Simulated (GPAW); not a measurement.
# As (R-3m) in GPAW: a series of runs

One crystal, As, is run at these levels: SCAN0, r2SCANh; tasks: hybrid scf.

All numbers are computed with GPAW 26.7.0; they aren't measurements. Logs are shortened: lines on timing, memory, paths and dates and some standing lists are left out, and cuts for length are marked. The log counts tension as positive stress, the text compression.

**1. The crystal as given**

The structure is trigonal, space group R-3m (No. 166). Conventional cell: a = 3.762 Å, b = 3.762 Å, c = 10.542 Å, α = 90.00°, β = 90.00°, γ = 120.00°. As (site symmetry 3m) has 3 As at 2.51 Å as nearest neighbours.

**2. Hybrid scf, SCAN0**

The input, run.py:

```python
import numpy as np
from ase import Atoms
from ase.dft.bandgap import bandgap
from ase.io import write
from gpaw import GPAW, PW
from gpaw.xc import parametrizedxc

class ScaledMGGA(parametrizedxc.ParametrizedKernel):
    """Weighted sum of Libxc meta-GGA parts, named like '0.75_MGGA_X_..+1.0_MGGA_C_..'."""
    def __init__(self, name):
        super().__init__(name)
        self.type = 'MGGA'

    def calculate(self, e_g, n_sg, dedn_sg, sigma_xg, dedsigma_xg, tau_sg, dedtau_sg):
        e_g[:] = dedsigma_xg[:] = dedtau_sg[:] = 0.0
        for kernel, c in zip(self.kernels, self.coefs):
            e, v, s, t = [np.zeros_like(x) for x in [e_g, dedn_sg, dedsigma_xg, dedtau_sg]]
            kernel.calculate(e, n_sg, v, sigma_xg, s, tau_sg, t)
            e_g += c * e
            dedn_sg += c * v
            dedsigma_xg += c * s
            dedtau_sg += c * t

parametrizedxc.ParametrizedKernel = ScaledMGGA

atoms = Atoms(['As', 'As'],
              cell=[[1.8807968987, 1.0858785957, 3.5140619945],
                    [-1.8807968987, 1.0858785957, 3.5140619945],
                    [0.0, -2.1717571915, 3.5140619945]],
              scaled_positions=[[0.226, 0.226, 0.226],
                                [0.774, 0.774, 0.774]],
              pbc=True)

calc = GPAW(mode=PW(300),
            xc={'name': '0.750_MGGA_X_SCAN+1.0_MGGA_C_SCAN', 'fraction': 0.25, 'omega': 0.0, 'backend': 'pw'},
            kpts={'size': (2, 2, 2), 'gamma': True},
            occupations={'name': 'fermi-dirac', 'width': 0.05},
            nbands=13,
            convergence={'density': 0.0001},
            symmetry={'point_group': False},
            maxiter=40,
            txt='gpaw.txt')
atoms.calc = calc
energy = atoms.get_potential_energy()
calc.write('gs.gpw')
write('result.traj', atoms)
print(f'Energy: {energy:.6f} eV')
print('Fermi level:', round(calc.get_fermi_level(), 4), 'eV')
print(f'Gap: {bandgap(calc)[0]:.4f} eV, direct: {bandgap(calc, direct=True)[0]:.4f} eV')
```

Potentials or basis: GPAW PAW data sets (gpaw-data 1.2.1), pw.

Launch:

```console
$ OMP_NUM_THREADS=1 python run.py
```

gpaw.txt:

```text
__  _  _
 | _ |_)|_||  |
 |__||  | ||/\| - 26.7.0

Input parameters:
  mode=PW(ecut=300.0),
  convergence={'density': 0.0001},
  kpts=MonkhorstPack(size=(2, 2, 2), gamma=True),
  maxiter=40,
  nbands=13,
  occupations=Occupations(name='fermi-dirac', width=0.05),
  symmetry=Symmetry(point_group=False),
  xc=XC(name='0.750_MGGA_X_SCAN+1.0_MGGA_C_SCAN', fraction=0.25, omega=0.0, backend='pw')

Diagonalizing LCAO Hamiltonian
Converting LCAO to pw mode

       As

       As

Atoms  # Å, Bohr magnetons
|   | symbol |         x |         y |        z |    initial magnetic moments |
|---|--------|-----------|-----------|----------|-----------------------------|
| 0 |     As | -0.000000 | -0.000000 | 2.382534 | ( 0.0000,  0.0000,  0.0000) |
| 1 |     As |  0.000000 | -0.000000 | 8.159652 | ( 0.0000,  0.0000,  0.0000) |

Unit cell  # Å
| periodic |         x |         y |        z |  lengths |    angles |
|----------|-----------|-----------|----------|----------|-----------|
|      yes |  1.880797 |  1.085879 | 3.514062 | 4.131000 | 54.167000 |
|      yes | -1.880797 |  1.085879 | 3.514062 | 4.131000 | 54.167000 |
|      yes |  0.000000 | -2.171757 | 3.514062 | 4.131000 | 54.167000 |

Number of symmetries: 1
Symmetry operations  # r_c * U_cc + t_c -> r_c
|   | kind |            matrix            |
|---|------|------------------------------|
| 0 |  E   |  1, 0, 0,  0, 1, 0,  0, 0, 1 |

BZ-sampling:
  Number of BZ points: 8
  Number of IBZ points: 8

  Monkhorst-Pack size: [2, 2, 2]
  Monkhorst-Pack shift: [0.25, 0.25, 0.25]

K-points  # in reciprocal-cell coordinates
|   |                                coordinates |     weight |
|---|--------------------------------------------|------------|
| 0 | (  0.00000000,   0.00000000,   0.00000000) | 0.12500000 |
| 1 | (  0.00000000,   0.00000000,   0.50000000) | 0.12500000 |
| 2 | (  0.00000000,   0.50000000,   0.00000000) | 0.12500000 |
| 3 | (  0.00000000,   0.50000000,   0.50000000) | 0.12500000 |
| 4 | (  0.50000000,   0.00000000,   0.00000000) | 0.12500000 |
| 5 | (  0.50000000,   0.00000000,   0.50000000) | 0.12500000 |
| 6 | (  0.50000000,   0.50000000,   0.00000000) | 0.12500000 |
| 7 | (  0.50000000,   0.50000000,   0.50000000) | 0.12500000 |

Plane wave coefficients: 522
Cutoff: 300.0 eV

Spin-components: 1 (collinear spins)
Bands:           13
Projectors:      10
Spin-degeneracy: 2
Datatype:        complex128

Parallelization:
  kpt:    1
  domain: 1
  band:   1

Density:
  Valence electrons: 10.0
  Components: 1
  Grid points: [18 18 18]
  Charge: 0.0  # |e|

Potential:
  Grid points: [18 18 18]

species:
  As:
    name:    Arsenic
    Z:       33.0
    valence: 5
    core:    28
    charge:  0.0  # [|e|]
    compensation charges:
      type: gauss
      rc: 0.33  # [Å]
      lmax: 2
    cutoffs:
      filter: 1.87  # [Å]
      core: 2.96  # [Å]
    projectors
    | kind |    occ | energy [eV] | rcut [Å] |
    |------|--------|-------------|----------|
    |   4s |  2.000 |     -14.487 |    1.058 |
    |   4p |  3.000 |      -5.196 |    1.058 |
    |    s |        |      12.725 |    1.058 |
    |    p |        |      22.016 |    1.058 |
    |    d |        |       0.000 |    1.058 |

    Using partial waves for As as LCAO basis

Reference energy: -123005.947200  # eV

eigensolver:
  PPCG
  Converge bands: occupied
  niter=2

density mixing:
  MSR1-Mixer
  Pratt-step length: 0.05
  Maximum mixing coefficient: 0.75
  Old densities: 10
  SVD Regularization: 0.005
  Good broyden scale: 1.0
  Trust region scale: 1.0
  Backstep threshold: 4.0
  History deletion threshold: 6.0
  Fourier metric: weight=20.0, sigma=0.015

occupation numbers:
  Fermi-Dirac:
    width: 0.0500  # eV

poisson solver:
  ecut: 2400.0  # eV

xc functional:
  name: 0.750_MGGA_X_SCAN+1.0_MGGA_C_SCAN with 2 nearest neighbor stencil

convergence criteria:
- Maximum integral of absolute [dens]ity change: 0.0001 electrons / valence electron
- Maximum [total energy] change in last 3 cyles: 0.0005 eV / valence electron
- Maximum integral of absolute [eigenst]ate change: 4e-08 eV^2 / valence electron
maximum number of iterations: 40

IBZ(<points: 8, symmetries: 1>)
Occupied bands: 6
SCF iterations
|iter     | |      energy | eigst |  dens |
|---------|-|-------------|-------|-------|
|iter:   1| |-1128.427978 | -0.23 |       |
|iter:   2| |  -30.826845 | -0.62 | -0.84 |
|iter:   3| |  -30.893522 | -2.30 | -0.98 |
|iter:   4| |  -30.859970 | -2.84 | -1.08 |
|iter:   5| |  -30.851419 | -3.00 | -1.36 |
|iter:   6| |  -30.849180 | -4.18 | -1.72 |
|iter:   7| |  -30.846883c| -4.39 | -1.81 |
|iter:   8| |  -30.846427c| -5.39 | -1.93 |
|iter:   9| |  -30.844173c| -4.13 | -1.97 |
|iter:  10| |  -30.844164c| -5.06 | -2.47 |
|iter:  11| |  -30.844156c| -5.75 | -2.91 |
|iter:  12| |  -30.844157c| -6.72 | -3.62 |
|iter:  13| |  -30.844157c| -8.49c| -4.64c|

Converged in 13 steps
Energy contributions relative to reference atoms: (reference = -123005.947200)

Energy contributions:
  Kinetic:          23.836240
  Coulomb:         -19.872775
  Zero:             -0.330989
  External:          0.000000
  Xc:             1085.815873
  Entropy:          -0.000002
  Spinorbit:         0.000000
  Hybrid_Xc_Cc:     -1093.821934
  Hybrid_Xc_Vc:        -7.644440
  Hybrid_Xc_Vv:       -18.826130
  ----------------------------
  Free energy:     -30.844158
  Extrapolated:    -30.844157

dipole moment: (0.000000, 0.000001, -0.000024)  # |e|*Ang

Fermi level: 6.831
Eigenvalues  # (at kpt = [0.000, 0.000, 0.000])
| band index |      eig [eV] | occ [0-2] |
|------------|---------------|-----------|
|          0 |       -10.576 |     2.000 |
|          1 |        -0.012 |     2.000 |
|          2 |         3.477 |     2.000 |
|          3 |         3.980 |     2.000 |
|          4 |         3.980 |     2.000 |
|          5 |         9.475 |     0.000 |
|          6 |        10.895 |     0.000 |
|          7 |        10.895 |     0.000 |
|          8 |        15.038 |     0.000 |
|          9 |        15.039 |     0.000 |
|         10 |        15.547 |     0.000 |
|         11 |        17.103 |     0.000 |
|         12 |        17.132 |     0.000 |

Gap: 1.252 eV
Transition (v -> c):
  (s=0, k=7, n=4, [0.50, 0.50, 0.50]) -> (s=0, k=1, n=5, [0.00, 0.00, 0.50])
Direct/indirect transitions are different
Direct gap: 1.662 eV
Transition at: (s=0, k=1, n=4, [0.00, 0.00, 0.50])
# Writing to gs.gpw (mode='')
```

It took 51 s on 1 thread of Intel Xeon 6975P-C (Granite Rapids), shared host; peak memory 0.17 GiB.

These settings aren't checked as converged: the numbers below hold their error.

Results:

```yaml
Free_energy: -30.8442 eV
Band_gap_on_the_k_mesh: 1.25 eV, indirect (least direct gap 1.66 eV)
```

Caveat: the k mesh is coarse (spacing up to 1.01 Å⁻¹), so the values aren't converged, least of all with exact exchange; exact exchange converges slowly with the k mesh, and this mesh is small; the scaled meta-GGA exchange is a class typed in the script.

**3. Hybrid scf, r2SCANh (volume scaled by 0.92)**

run.py, as its differences from that of step 2:

```diff
@@ -1,5 +1,5 @@
 import numpy as np
-from ase import Atoms
 from ase.dft.bandgap import bandgap
 from ase.io import write
+from ase.spacegroup import crystal
 from gpaw import GPAW, PW
@@ -28,13 +28,12 @@
 
-atoms = Atoms(['As', 'As'],
-              cell=[[1.8807968987, 1.0858785957, 3.5140619945],
-                    [-1.8807968987, 1.0858785957, 3.5140619945],
-                    [0.0, -2.1717571915, 3.5140619945]],
-              scaled_positions=[[0.226, 0.226, 0.226],
-                                [0.774, 0.774, 0.774]],
-              pbc=True)
+# As 6c
+atoms = crystal(['As'],
+                basis=[[0.0, 0.0, 0.226]],
+                spacegroup=166, setting=1,  # R-3m
+                cellpar=[3.6584841, 3.6584841, 10.25321229, 90.0, 90.0, 120.0],
+                primitive_cell=True)
 
-calc = GPAW(mode=PW(300),
-            xc={'name': '0.750_MGGA_X_SCAN+1.0_MGGA_C_SCAN', 'fraction': 0.25, 'omega': 0.0, 'backend': 'pw'},
-            kpts={'size': (2, 2, 2), 'gamma': True},
+calc = GPAW(mode=PW(500),
+            xc={'name': '0.900_MGGA_X_R2SCAN+1.0_MGGA_C_R2SCAN', 'fraction': 0.1, 'omega': 0.0, 'backend': 'pw'},
+            kpts={'size': (4, 4, 4), 'gamma': True},
             occupations={'name': 'fermi-dirac', 'width': 0.05},
```

Potentials or basis: GPAW PAW data sets (gpaw-data 1.2.1), pw.

Launch:

```console
$ OMP_NUM_THREADS=1 python run.py
```

gpaw.txt:

```text
__  _  _
 | _ |_)|_||  |
 |__||  | ||/\| - 26.7.0

Input parameters:
  mode=PW(ecut=500.0),
  convergence={'density': 0.0001},
  kpts=MonkhorstPack(size=(4, 4, 4), gamma=True),
  maxiter=40,
  nbands=13,
  occupations=Occupations(name='fermi-dirac', width=0.05),
  symmetry=Symmetry(point_group=False),
  xc=XC(name='0.900_MGGA_X_R2SCAN+1.0_MGGA_C_R2SCAN', fraction=0.1, omega=0.0, backend='pw')

Diagonalizing LCAO Hamiltonian
Converting LCAO to pw mode

       As

       As

Atoms  # Å, Bohr magnetons
|   | symbol |        x |        y |        z |    initial magnetic moments |
|---|--------|----------|----------|----------|-----------------------------|
| 0 |     As | 0.000000 | 0.000000 | 2.317226 | ( 0.0000,  0.0000,  0.0000) |
| 1 |     As | 0.000000 | 0.000000 | 7.935986 | ( 0.0000,  0.0000,  0.0000) |

Unit cell  # Å
| periodic |         x |         y |        z |  lengths |    angles |
|----------|-----------|-----------|----------|----------|-----------|
|      yes |  1.829242 |  1.056113 | 3.417737 | 4.017764 | 54.167000 |
|      yes | -1.829242 |  1.056113 | 3.417737 | 4.017764 | 54.167000 |
|      yes | -0.000000 | -2.112227 | 3.417737 | 4.017764 | 54.167000 |

Number of symmetries: 1
Symmetry operations  # r_c * U_cc + t_c -> r_c
|   | kind |            matrix            |
|---|------|------------------------------|
| 0 |  E   |  1, 0, 0,  0, 1, 0,  0, 0, 1 |

BZ-sampling:
  Number of BZ points: 64
  Number of IBZ points: 36

  Monkhorst-Pack size: [4, 4, 4]
[... 94 lines left out ...]

convergence criteria:
- Maximum integral of absolute [dens]ity change: 0.0001 electrons / valence electron
- Maximum [total energy] change in last 3 cyles: 0.0005 eV / valence electron
- Maximum integral of absolute [eigenst]ate change: 4e-08 eV^2 / valence electron
maximum number of iterations: 40

IBZ(<points: 36, symmetries: 1>)
Occupied bands: 6
SCF iterations
|iter     | |      energy | eigst |  dens |
|---------|-|-------------|-------|-------|
|iter:   1| | -457.439134 | -0.55 |       |
|iter:   2| |  -25.510651 | -1.15 | -1.07 |
|iter:   3| |  -25.557571 | -2.82 | -1.12 |
|iter:   4| |  -25.557821 | -3.27 | -1.30 |
|iter:   5| |  -25.551602 | -3.86 | -1.52 |
|iter:   6| |  -25.548933 | -4.76 | -1.57 |
|iter:   7| |  -25.543575 | -3.93 | -1.63 |
|iter:   8| |  -25.541050 | -3.69 | -1.83 |
|iter:   9| |  -25.541192c| -5.32 | -2.60 |
|iter:  10| |  -25.541183c| -5.96 | -3.01 |
|iter:  11| |  -25.541180c| -7.77c| -4.06c|

Converged in 11 steps
Energy contributions relative to reference atoms: (reference = -123005.947200)

Energy contributions:
  Kinetic:          22.175283
  Coulomb:         -19.507604
  Zero:             -0.301219
  External:          0.000000
  Xc:              420.227840
  Entropy:          -0.001331
  Spinorbit:         0.000000
  Hybrid_Xc_Cc:      -437.528774
  Hybrid_Xc_Vc:        -3.067668
  Hybrid_Xc_Vv:        -7.538372
  ----------------------------
  Free energy:     -25.541846
  Extrapolated:    -25.541180

dipole moment: (0.000000, -0.000000, -0.000026)  # |e|*Ang

Fermi level: 7.866
Eigenvalues  # (at kpt = [0.000, 0.000, 0.000])
| band index |      eig [eV] | occ [0-2] |
|------------|---------------|-----------|
|          0 |        -9.405 |     2.000 |
|          1 |         2.149 |     2.000 |
|          2 |         4.693 |     2.000 |
|          3 |         5.260 |     2.000 |
|          4 |         5.260 |     2.000 |
|          5 |        10.003 |     0.000 |
|          6 |        11.467 |     0.000 |
|          7 |        11.467 |     0.000 |
|          8 |        15.630 |     0.000 |
|          9 |        15.630 |     0.000 |
|         10 |        16.396 |     0.000 |
|         11 |        17.698 |     0.000 |
|         12 |        17.698 |     0.000 |

Gap: 0.263 eV
Transition (v -> c):
  (s=0, k=35, n=4, [0.50, 0.50, 0.50]) -> (s=0, k=2, n=5, [0.00, 0.00, 0.50])
Direct/indirect transitions are different
Direct gap: 0.604 eV
Transition at: (s=0, k=2, n=4, [0.00, 0.00, 0.50])
# Writing to gs.gpw (mode='')
```

Wall time 46 min (1 thread of Intel Xeon 6975P-C (Granite Rapids), shared host); peak memory 0.29 GiB.

What came out:

| Item | Value |
| --- | --- |
| Free energy | -25.5418 eV |
| Band gap on the k mesh | 0.26 eV, indirect (least direct gap 0.60 eV) |

Caveat: the k mesh is coarse (spacing up to 0.52 Å⁻¹), so the values aren't converged, least of all with exact exchange; exact exchange converges slowly with the k mesh, and this mesh is small; the scaled meta-GGA exchange is a class typed in the script.
